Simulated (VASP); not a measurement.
# Sb (Pm-3m) in VASP: a series of runs

One crystal, Sb, is run at these levels: PBE; tasks: single point, relaxation of cell and atoms.

Program: VASP 6.6.1. These are calculated values, not measurements. Logs are shortened: lines on timing, memory, paths and dates and some standing lists are left out, and cuts for length are marked.

## Step 1: The structure

It takes space group Pm-3m (No. 221, cubic). Conventional cell: a = 3.110 Å, b = 3.110 Å, c = 3.110 Å, α = 90.00°, β = 90.00°, γ = 90.00°. Sb (site symmetry m-3m) is surrounded by 6 Sb at 3.11 Å.

This isn't the form of Sb at room conditions, which is rhombohedral.

## Step 2: Single point, PBE

INCAR

```
PREC = Accurate
ENCUT = 520
EDIFF = 1E-6
ISMEAR = 0
SIGMA = 0.1
LREAL = False
LASPH = True
NELM = 100
ALGO = Fast
ISIF = 2
LWAVE = False
LCHARG = False
GGA = PE
NBANDS = 8
```

KPOINTS

```
Automatic mesh
0
Gamma
  14 14 14
```

POSCAR

```
Sb
1.0
    3.1104612571      0.0000000000      0.0000000000
    0.0000000000      3.1104612571      0.0000000000
    0.0000000000      0.0000000000      3.1104612571
Sb
1
Direct
    0.0000000000      0.0000000000      0.0000000000
```

Potentials or basis: VASP PAW PBE potentials, release 64 (Sb).

Started as:

```sh
$ cat potpaw_PBE.64/Sb/POTCAR > POTCAR
$ mpirun -np 1 vasp_std > vasp.out
```

OUTCAR:

```text
PREC = Accurate
   ENCUT = 520
   EDIFF = 1E-6
   ISMEAR = 0
   LREAL = False
   LASPH = True
   NELM = 100
   ISIF = 2
   GGA = PE

 ion  position               nearest neighbor table
   1  0.000  0.000  0.000-

  LATTYP: Found a simple cubic cell.
 ALAT       =     3.1104612571

  Lattice vectors:

 A1 = (   3.1104612571,   0.0000000000,   0.0000000000)
 A2 = (   0.0000000000,   3.1104612571,   0.0000000000)
 A3 = (   0.0000000000,   0.0000000000,   3.1104612571)

Analysis of symmetry for initial positions (statically):
=====================================================================
 Subroutine PRICEL returns:
 Original cell was already a primitive cell.

 Routine SETGRP: Setting up the symmetry group for a
 simple cubic supercell.

 Subroutine GETGRP returns: Found 48 space group operations
 (whereof 48 operations were pure point group operations)
 out of a pool of 48 trial point group operations.

The static configuration has the point symmetry O_h .

Analysis of symmetry for dynamics (positions and initial velocities):
=====================================================================
 Subroutine PRICEL returns:
 Original cell was already a primitive cell.

 Routine SETGRP: Setting up the symmetry group for a
 simple cubic supercell.

 Subroutine GETGRP returns: Found 48 space group operations
 (whereof 48 operations were pure point group operations)
 out of a pool of 48 trial point group operations.

The dynamic configuration has the point symmetry O_h .

 Subroutine INISYM returns: Found 48 space group operations
 (whereof 48 operations are pure point group operations),
 and found     1 'primitive' translations

----------------------------------------------------------------------------------------

                                     Primitive cell

  volume of cell :      30.0936

  direct lattice vectors                    reciprocal lattice vectors
     3.110461257  0.000000000  0.000000000     0.321495726  0.000000000  0.000000000
     0.000000000  3.110461257  0.000000000     0.000000000  0.321495726  0.000000000
     0.000000000  0.000000000  3.110461257     0.000000000  0.000000000  0.321495726

  length of vectors
     3.110461257  3.110461257  3.110461257     0.321495726  0.321495726  0.321495726

  position of ions in fractional coordinates (direct lattice)
     0.000000000  0.000000000  0.000000000

  ion indices of the primitive-cell ions
   primitive index   ion index
                 1           1

----------------------------------------------------------------------------------------

 KPOINTS: Automatic mesh

Automatic generation of k-mesh.
 Grid dimensions read from file:
 generate k-points for:   14   14   14

 Generating k-lattice:

  Cartesian coordinates                     Fractional coordinates (reciprocal lattice)
     0.022963980  0.000000000  0.000000000     0.071428571  0.000000000  0.000000000
     0.000000000  0.022963980  0.000000000     0.000000000  0.071428571  0.000000000
     0.000000000  0.000000000  0.022963980     0.000000000  0.000000000  0.071428571

  Length of vectors
     0.022963980  0.022963980  0.022963980

  Shift w.r.t. Gamma in fractional coordinates (k-lattice)
     0.000000000  0.000000000  0.000000000

 Subroutine IBZKPT returns following result:
 ===========================================

 Found    120 irreducible k-points:

 Following reciprocal coordinates:
            Coordinates               Weight
  0.000000  0.000000  0.000000      1.000000
  0.071429  0.000000  0.000000      6.000000
  0.142857  0.000000  0.000000      6.000000
  0.214286  0.000000  0.000000      6.000000
  0.285714  0.000000  0.000000      6.000000
  0.357143  0.000000  0.000000      6.000000
[... 16 lines left out ...]
  0.285714  0.214286  0.000000     24.000000
  0.357143  0.214286  0.000000     24.000000
 [... further k-points ...]
   k-points           NKPTS =    120   k-points in BZ     NKDIM =    120   number of bands    NBANDS=      8
   number of dos      NEDOS =    301   number of ions     NIONS =      1
   total plane-waves  NPLWV =  13824
   dimension x,y,z NGX =    24 NGY =   24 NGZ =   24
   dimension x,y,z NGXF=    48 NGYF=   48 NGZF=   48
   ions per type =               1
   NGX,Y,Z   is equivalent  to a cutoff of  12.83, 12.83, 12.83 a.u.
   NGXF,Y,Z  is equivalent  to a cutoff of  25.65, 25.65, 25.65 a.u.
 SYSTEM =  unknown system
   PREC   = accura    normal or accurate (medium, high low for compatibility)
   ISTART =      0    job   : 0-new  1-cont  2-samecut
   ICHARG =      2    charge: 1-file 2-atom 10-const
   ISPIN  =      1    spin polarized calculation?
   LNONCOLLINEAR =      F non collinear calculations
   LSORBIT =      F    spin-orbit coupling
   LASPH  =      T    aspherical Exc in radial PAW
   ENCUT  =  520.0 eV  38.22 Ry    6.18 a.u.   5.78  5.78  5.78*2*pi/ulx,y,z
   NELM   =    100;   NELMIN=  2; NELMDL= -5     # of ELM steps
   EDIFF  = 0.1E-05   stopping-criterion for ELM
   LREAL  =      F    real-space projection
   EDIFFG = 0.1E-04   stopping-criterion for IOM
   NSW    =      0    number of steps for IOM
   IBRION =     -1    ionic relax: 0-MD 1-quasi-New 2-CG
   NFREE  =      0    steps in history (QN), initial steepest desc. (CG)
   ISIF   =      2    stress and relaxation
   ISYM   =      2    0-nonsym 1-usesym 2-fastsym
   POTIM  = 0.5000    time-step for ionic-motion
   TEBEG  =    0.0;   TEEND  =   0.0 temperature during run
   PSTRESS=    0.0 pullay stress
   NELECT =       5.0000    total number of electrons
   NUPDOWN=      -1.0000    fix difference up-down
   EMIN   =  10.00;   EMAX   =-10.00  energy-range for DOS
   EFERMI =   0.00;   METHOD = LEGACY
   ISMEAR =     0;   SIGMA  =   0.10  broadening in eV -4-tet -1-fermi 0-gaus
   EFERMI_NEDOS =   21; number of points for ismear=-14 and -15
   IALGO  =     68    algorithm
   IMIX   =      4    mixing-type and parameters
     AMIX     =   0.40;   BMIX     =  1.00
     AMIX_MAG =   1.60;   BMIX_MAG =  1.00
  volume/ion in A,a.u.               =      30.09       203.08
  Fermi-wavevector in a.u.,A,eV,Ry     =   0.899995  1.700744 11.020594  0.809991
  Thomas-Fermi vector in A             =   2.022898
   LORBIT       =      0    0 simple, 1 ext, 2 COOP (PROOUT), +10 PAW based schemes
   GGA     = PE    functional components
   LHFCALC =     F    Hartree Fock is set to
   AEXX    =    0.0000 exact exchange contribution
   IVDW    =     0    specifies the selected vdW correction
   LEPSILON=     F    determine dielectric tensor
   LRPA    =     F    only Hartree local field effects (RPA)
 non-spin polarized calculation
 RMM-DIIS sequential band-by-band and
 Gauss-broadening in eV      SIGMA  =   0.10
  energy-cutoff  :      520.00
  volume of cell :       30.09
 maximum number of plane-waves:       840
 NGX is ok and might be reduce to    24
   NGX = 11   NGY = 11   NGZ = 11

 number of electron       4.9999999 magnetization

 Free energy of the ion-electron system (eV)
  ---------------------------------------------------
  ext. energy  EPLUGINS =         0.00000000
  ---------------------------------------------------
  free energy    TOTEN  =        -4.09637511 eV

  energy without entropy =       -4.09257997  energy(sigma->0) =       -4.09447754

 E-fermi :   6.9639     XC(G=0):  -9.5848

 val. band max:        6.9369133464   @ k =   0.4286   0.2857   0.2857
 cond. band min:       6.9834241146   @ k =   0.2143   0.2143   0.1429
 fundamental gap:      0.0465107681
 Fermi energy:         6.9639089956

 k-point     1 :       0.0000    0.0000    0.0000
  band No.  band energies     occupation
      1      -5.2917      2.00000
      2      10.2718      0.00000
      3      10.2718      0.00000
      4      10.2718      0.00000
      5      13.9373      0.00000
      6      13.9373      0.00000
      7      15.2383      0.00000
      8      24.6143      0.00000

 k-point     2 :       0.0714    0.0000    0.0000
  band No.  band energies     occupation
      1      -5.2184      2.00000
      2       9.3371      0.00000
      3      10.3440      0.00000
      4      10.3440      0.00000
      5      13.9957      0.00000
      6      14.5025      0.00000
      7      15.7704      0.00000
      8      23.9221      0.00000

 k-point     3 :       0.1429    0.0000    0.0000
  band No.  band energies     occupation
      1      -5.0005      2.00000
      2       7.6391      0.00000
      3      10.5551      0.00000
      4      10.5551      0.00000
      5      14.1699      0.00000
      6      14.9381      0.00000
      7      17.5089      0.00000
      8      22.7346      0.00000

 k-point     4 :       0.2143    0.0000    0.0000
  band No.  band energies     occupation
      1      -4.6458      2.00000
      2       5.8983      2.00000
      3      10.8875      0.00000
      4      10.8875      0.00000
      5      14.4563      0.00000
      6      15.3086      0.00000
      7      19.6022      0.00000
      8      21.5071      0.00000

 k-point     5 :       0.2857    0.0000    0.0000
  band No.  band energies     occupation
      1      -4.1733      2.00000
      2       4.2904      2.00000
      3      11.3061      0.00000
      4      11.3061      0.00000
      5      14.8453      0.00000
      6      15.7760      0.00000
      7      20.3577      0.00000
      8      20.3578      0.00000
[... 177 lines left out ...]
 k-point    22 :       0.2143    0.2143    0.0000
  band No.  band energies     occupation
      1      -3.9985      2.00000
      2       6.3313      2.00000
      3       6.7194      1.99945
      4      11.5076      0.00000
      5      15.3339      0.00000
      6      16.7920      0.00000
      7      19.6845      0.00000
      8      20.7530      0.00000

 k-point    23 :       0.2857    0.2143    0.0000
  band No.  band energies     occupation
      1      -3.5242      2.00000
      2       4.8943      2.00000
      3       6.9879      0.73395
      4      11.9291      0.00000
      5      15.1117      0.00000
      6      16.1058      0.00000
      7      20.3583      0.00000
      8      20.8247      0.00000

 k-point    24 :       0.3571    0.2143    0.0000
  band No.  band energies     occupation
      1      -2.9770      2.00000
      2       3.5222      2.00000
      3       7.4665      0.00000
      4      12.3741      0.00000
      5      14.0857      0.00000
      6      16.5091      0.00000
      7      19.8622      0.00000
      8      20.0512      0.00000

 [... further k-points ...]
[... 5 lines left out ...]
  --------------------------------------------------------------------------------------
  -------------------------------------------------------------------------------------
  Total       -0.0057394     -0.0057394     -0.0057394     -0.0000000      0.0000000     -0.0000000
  in kB       -0.3055622     -0.3055622     -0.3055622     -0.0000000      0.0000000     -0.0000000
  external PRESSURE =      -0.3055622 kB  Pullay stress =       0.0000000 kB

 VOLUME and BASIS-vectors are now :
 -----------------------------------------------------------------------------
  energy-cutoff  :      520.00
  volume of cell :       30.09
      direct lattice vectors                 reciprocal lattice vectors
     3.110461257  0.000000000  0.000000000     0.321495726  0.000000000  0.000000000
     0.000000000  3.110461257  0.000000000     0.000000000  0.321495726  0.000000000
     0.000000000  0.000000000  3.110461257     0.000000000  0.000000000  0.321495726

 POSITION                                       TOTAL-FORCE (eV/Angst)
 -----------------------------------------------------------------------------------
      0.00000      0.00000      0.00000         0.000000      0.000000      0.000000
 -----------------------------------------------------------------------------------
    total drift:                                0.000000      0.000000      0.000000

  FREE ENERGIE OF THE ION-ELECTRON SYSTEM (eV)
  ---------------------------------------------------
  free  energy   TOTEN  =        -4.0963751072 eV

  energy  without entropy=       -4.0925799684  energy(sigma->0) =       -4.09447754
```

It took 6.2 s on 1 thread of Intel Xeon 6975P-C (Granite Rapids), shared host; peak memory 0.15 GiB.

What came out:

```yaml
Free_energy: -4.0964 eV
Pressure: 0.0 GPa
Band_gap_on_the_k_mesh: none (metal or under the smearing width)
```

Spin-orbit coupling is left out, which matters for the levels of Sb.

## Step 3: Relaxation of cell and atoms, PBE

This run uses another cell than the first one, of 31.55 Å³/atom, 1.049 times its volume.

INCAR

```
ALGO = Normal
EDIFF = 1E-6
EDIFFG = -0.005
ENCUT = 600
GGA = PE
IBRION = 2
ISIF = 3
ISMEAR = 0
LASPH = True
LCHARG = False
LREAL = False
LWAVE = False
NELM = 100
NSW = 100
PREC = Accurate
SIGMA = 0.1
```

KPOINTS

```
k-points
0
Gamma
  14 14 14
```

POSCAR

```
Sb
1.0
    3.1600000000      0.0000000000      0.0000000000
    0.0000000000      3.1600000000      0.0000000000
    0.0000000000      0.0000000000      3.1600000000
Sb
1
Direct
    0.0000000000      0.0000000000      0.0000000000
```

Potentials or basis: VASP PAW PBE potentials, release 64 (Sb).

Started as:

```sh
$ cat potpaw_PBE.64/Sb/POTCAR > POTCAR
$ mpirun -np 1 vasp_std > vasp.out
```

Wall time 20 s (1 thread of Intel Xeon 6975P-C (Granite Rapids), shared host); peak memory 0.18 GiB.

The run converged. Its results:

| Property | Result |
| --- | --- |
| Free energy | -4.0964 eV |
| Relaxed volume | 30.08 Å³/atom |
| Relaxed cell | a = 3.110 Å, b = 3.110 Å, c = 3.110 Å, α = 90.00°, β = 90.00°, γ = 90.00° |
| Space group after relaxing (to 0.05 Å) | Pm-3m (No. 221) |
| Energy gained by relaxing | 11.3 meV/atom |
| Ionic steps | 3 |
| Pressure after relaxing | 0.0 GPa |
| Band gap on the k mesh | none (metal or under the smearing width) |

Step by step:
| step | energy change (eV) | largest force (eV/Å) | pressure (GPa) | volume (Å³) |
| --- | --- | --- | --- | --- |
| 1 | 0.0000 | 0.0000 | -2.35 | 31.55 |
| 2 | -0.0093 | 0.0000 | 1.13 | 29.48 |
| 3 | -0.0113 | 0.0000 | 0.01 | 30.08 |

Final structure:
```xyz
1
Lattice="3.1099 0.0000 0.0000 0.0000 3.1099 0.0000 0.0000 0.0000 3.1099" Properties=species:S:1:pos:R:3 pbc="T T T"
Sb    0.0000    0.0000    0.0000
```

Levels at points of the mesh, in eV from the Fermi level:
```
           k point  band 1  band 2  band 3  band 4  band 5  band 6
(0.00, 0.00, 0.00)  -12.26    3.31    3.31    3.31    6.97    6.97
(0.50, 0.00, 0.00)   -9.87   -5.46    5.29    5.29    9.04   10.64
(0.50, 0.50, 0.00)   -7.34   -3.44   -3.44    2.28    7.30   12.84
(0.50, 0.50, 0.50)   -4.51   -1.54   -1.54   -1.54    4.91    4.91
```

The run has no spin-orbit coupling, so splittings on Sb are missing.
